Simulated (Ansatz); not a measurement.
Clean, relaxed (111) surface of TaC, space group Fm-3m (No. 225) (top face towards +c; atoms held fixed, by place in the list: 1, 2, 3):

```xyz
7
Lattice="3.1393 0.0000 0.0000 -1.5697 2.7187 0.0000 0.0000 0.0000 24.6897" Properties=species:S:1:pos:R:3 pbc="T T T"
C     0.0000    1.8125    8.5000
Ta    1.5697    0.9062    9.7816
C     0.0000    0.0000   11.0632
Ta    0.0000    1.8125   12.3688
C     1.5697    0.9062   13.5877
Ta    0.0000    0.0000   15.0153
C     0.0000    1.8125   16.0128
```

Theory: Ansatz 0.2.0, DFT PBEsol, scalar-relativistic, plane waves, PAW. Cutoff 420 eV; k points 9×9×1 on the computed 7-atom cell (Γ-centred); Gaussian smearing, width 0.10 eV; no spin polarisation. A dipole correction removes the field between periodic images along c.

C (atom) is put at the top (C) at (0.33, 0.67) site, one adsorbate per 8.5 Å², and relaxed. E_ads counts from the clean slab and the free adsorbate (spin-polarised where it has unpaired electrons); negative means bound. Heights count from the highest slab atom after relaxation. Bonded neighbours lie within 1.25 times the sum of covalent radii (1.35 for H) and, on that scale, within 12 % of the closest. With the adsorbate the cell is lengthened along c to keep the vacuum.

Q: How strongly does it bind, and where does its anchoring atom end?

A: -6.84 eV; at (0.33, 0.67), 1 bonded neighbour (C).

Q: How high does its anchoring atom sit over the highest slab atom, and what is the shortest contact with the surface?

A: 1.30 Å; C–C 1.30 Å.

Q: The clean face has a work function of 7.19 eV. How does the adsorbate change it?

A: By +0.87 eV.

Each end is the local minimum or symmetric point that its start leads to. The slab is only 7.7 Å thick, so the energies aren't converged with thickness.

For at least one of the starts the bottom face's work function also shifts by over 0.1 eV: the slab is too thin to screen the adsorbate, so the work functions aren't converged with thickness.

The adsorbed runs have no spin polarisation, so weakly bound open-shell ends lie too high.